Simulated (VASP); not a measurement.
# Settings for Pd: equation of state

Pd, Fm-3m (no. 225), 1 atom in the cell. LDA; PAW potentials Pd (LDA set). VASP 6.6.1.

Wanted: equilibrium volume within 1 %; bulk modulus within 5 %.

What the run is for: equation of state; Accuracy asked: screening.

The series start from Plane-wave cutoff (eV): 320; Smearing width (eV): 0.03; k-point mesh: 16 × 16 × 16; Volumes: 5 from 0.92 to 1.08; Precision mode (PREC): Accurate; Electronic threshold (eV): 1e-6; Aspherical gradient terms in the spheres (LASPH): yes; Start of each volume: each volume from scratch. Each series keeps the choices made before it, and each single choice may use up half of a tolerance. Times cover all steps of a run.

## Plane-wave cutoff (eV)

| Plane-wave cutoff (eV) | Equilibrium volume (Å³/atom) | Bulk modulus (GPa) | Time (s) |
|---|---|---|---|
| 200 | 13.88 | 217.2 | 30 |
| 250 | 14.18 | 225.7 | 36 |
| 290 | 14.17 | 225.8 | 40 |
| 320 | 14.17 | 226 | 40 |
| 380 | 14.18 | 225.6 | 77 |
| 440 | 14.18 | 226.7 | 84 |
| 520 | 14.18 | 226.7 | 99 |
| 650 (reference) | 14.17 | 227 | 111 |

Chosen: 250, the loosest value from which every tighter one stays within half of the tolerance.

## Smearing width (eV)

| Smearing width (eV) | Equilibrium volume (Å³/atom) | Bulk modulus (GPa) | Time (s) |
|---|---|---|---|
| 0.15 | 14.2 | 223 | 33 |
| 0.1 | 14.19 | 224 | 36 |
| 0.07 | 14.19 | 224.6 | 34 |
| 0.05 | 14.18 | 225.1 | 31 |
| 0.03 | 14.18 | 225.7 | 36 |
| 0.02 (reference) | 14.18 | 225.8 | 32 |

Chosen: 0.15.

## k-point mesh

| k-point mesh | Equilibrium volume (Å³/atom) | Bulk modulus (GPa) | Time (s) |
|---|---|---|---|
| 5 × 5 × 5 | 14.33 | 258.7 | 9.9 |
| 7 × 7 × 7 | 14.2 | 234.5 | 12 |
| 8 × 8 × 8 | 14.24 | 212.5 | 13 |
| 10 × 10 × 10 | 14.17 | 224.7 | 16 |
| 13 × 13 × 13 | 14.18 | 231.7 | 24 |
| 16 × 16 × 16 | 14.2 | 223 | 33 |
| 19 × 19 × 19 (reference) | 14.19 | 224.9 | 46 |

Chosen: 16 × 16 × 16.

## Volumes

| Volumes | Equilibrium volume (Å³/atom) | Bulk modulus (GPa) | Time (s) |
|---|---|---|---|
| 5 from 0.88 to 1.12 | 14.19 | 226.3 | 34 |
| 5 from 0.92 to 1.08 | 14.2 | 223 | 33 |
| 7 from 0.91 to 1.09 (reference) | 14.19 | 229.4 | 48 |

Chosen: 7 from 0.91 to 1.09; the one before it in the list is off by more than half of the tolerance.

## Precision mode (PREC)

| Precision mode (PREC) | Equilibrium volume (Å³/atom) | Bulk modulus (GPa) | Time (s) |
|---|---|---|---|
| SingleN | 14.08 | 222.9 | 40 |
| Normal | 14.13 | 226.8 | 38 |
| Accurate (reference) | 14.19 | 229.4 | 48 |

Chosen: Normal.

## Electronic threshold (eV)

| Electronic threshold (eV) | Equilibrium volume (Å³/atom) | Bulk modulus (GPa) | Time (s) |
|---|---|---|---|
| 0.001 | 14.13 | 226.8 | 31 |
| 0.0001 | 14.13 | 226.8 | 31 |
| 1e-5 | 14.13 | 226.8 | 30 |
| 1e-6 | 14.13 | 226.8 | 38 |
| 1e-7 (reference) | 14.13 | 226.8 | 37 |

Chosen: 0.001.

## Aspherical gradient terms in the spheres (LASPH)

| Aspherical gradient terms in the spheres (LASPH) | Equilibrium volume (Å³/atom) | Bulk modulus (GPa) | Time (s) |
|---|---|---|---|
| no | 14.13 | 226.8 | 28 |
| yes (reference) | 14.13 | 226.8 | 31 |

Chosen: no.

## Start of each volume

| Start of each volume | Equilibrium volume (Å³/atom) | Bulk modulus (GPa) | Time (s) |
|---|---|---|---|
| each volume from scratch | 14.13 | 226.8 | 28 |
| orbitals of the volume before (WAVECAR) | 14.13 | 226 | 17 |

Chosen: orbitals of the volume before (WAVECAR), the fastest of those that stay within half of the tolerance.

## All choices together

| Input | Equilibrium volume (Å³/atom) | Bulk modulus (GPa) | Time (s) |
|---|---|---|---|
| the program's defaults (naive) | 14.01 | 185 | 7.1 |
| chosen settings | 14.13 | 226 | 17 |
| reference settings throughout | 14.17 | 226.3 | 232 |

The tolerance is met.

## The input

INCAR:
```
GGA = CA
ISMEAR = -1
SIGMA = 0.15
LWAVE = True
LCHARG = False
ISIF = 2
NSW = 0
PREC = Normal
LASPH = False
LREAL = False
ALGO = Normal
EDIFF = 0.001
NELM = 120
GGA_COMPAT = False
ENCUT = 250
```

KPOINTS:
```
Automatic mesh
0
Gamma
  16 16 16
  0 0 0
```

POSCAR.step1:
```
Pd
1.0
    0.0000000000      1.8862599289      1.8862599289
    1.8862599289      0.0000000000      1.8862599289
    1.8862599289      1.8862599289      0.0000000000
Pd
1
Direct
    0.0000000000      0.0000000000      0.0000000000
```

POSCAR.step2:
```
Pd
1.0
    0.0000000000      1.9067643606      1.9067643606
    1.9067643606      0.0000000000      1.9067643606
    1.9067643606      1.9067643606      0.0000000000
Pd
1
Direct
    0.0000000000      0.0000000000      0.0000000000
```

POSCAR.step3:
```
Pd
1.0
    0.0000000000      1.9268370395      1.9268370395
    1.9268370395      0.0000000000      1.9268370395
    1.9268370395      1.9268370395      0.0000000000
Pd
1
Direct
    0.0000000000      0.0000000000      0.0000000000
```

POSCAR.step4:
```
Pd
1.0
    0.0000000000      1.9465000000      1.9465000000
    1.9465000000      0.0000000000      1.9465000000
    1.9465000000      1.9465000000      0.0000000000
Pd
1
Direct
    0.0000000000      0.0000000000      0.0000000000
```

POSCAR.step5:
```
Pd
1.0
    0.0000000000      1.9657735307      1.9657735307
    1.9657735307      0.0000000000      1.9657735307
    1.9657735307      1.9657735307      0.0000000000
Pd
1
Direct
    0.0000000000      0.0000000000      0.0000000000
```

POSCAR.step6:
```
Pd
1.0
    0.0000000000      1.9846763588      1.9846763588
    1.9846763588      0.0000000000      1.9846763588
    1.9846763588      1.9846763588      0.0000000000
Pd
1
Direct
    0.0000000000      0.0000000000      0.0000000000
```

POSCAR.step7:
```
Pd
1.0
    0.0000000000      2.0032258112      2.0032258112
    2.0032258112      0.0000000000      2.0032258112
    2.0032258112      2.0032258112      0.0000000000
Pd
1
Direct
    0.0000000000      0.0000000000      0.0000000000
```

Commands (each step's output is kept before the next begins):
```
cat potpaw_LDA.64/Pd/POTCAR > POTCAR
cp POSCAR.step1 POSCAR
mpirun -np 1 vasp_std > vasp.out
cp POSCAR.step2 POSCAR
mpirun -np 1 vasp_std > vasp.out
cp POSCAR.step3 POSCAR
mpirun -np 1 vasp_std > vasp.out
cp POSCAR.step4 POSCAR
mpirun -np 1 vasp_std > vasp.out
cp POSCAR.step5 POSCAR
mpirun -np 1 vasp_std > vasp.out
cp POSCAR.step6 POSCAR
mpirun -np 1 vasp_std > vasp.out
cp POSCAR.step7 POSCAR
mpirun -np 1 vasp_std > vasp.out
```

The chosen input took VASP 6.6.1 17 s on 1 core (Intel Xeon Platinum 8259CL @ 2.50GHz (Skylake/Cascade Lake)), a shared host.

## An input that fails: cutoff far too low

It runs to its end, but against the unchanged starting input it is off by 9.1 % in the equilibrium volume, 57 % in the bulk modulus.

Changes against the starting input:
```
(all steps)
- PREC = Accurate
- NELM = 120
- ENCUT = 320
+ PREC = Low
+ NELM = 66
+ ENCUT = 150
```
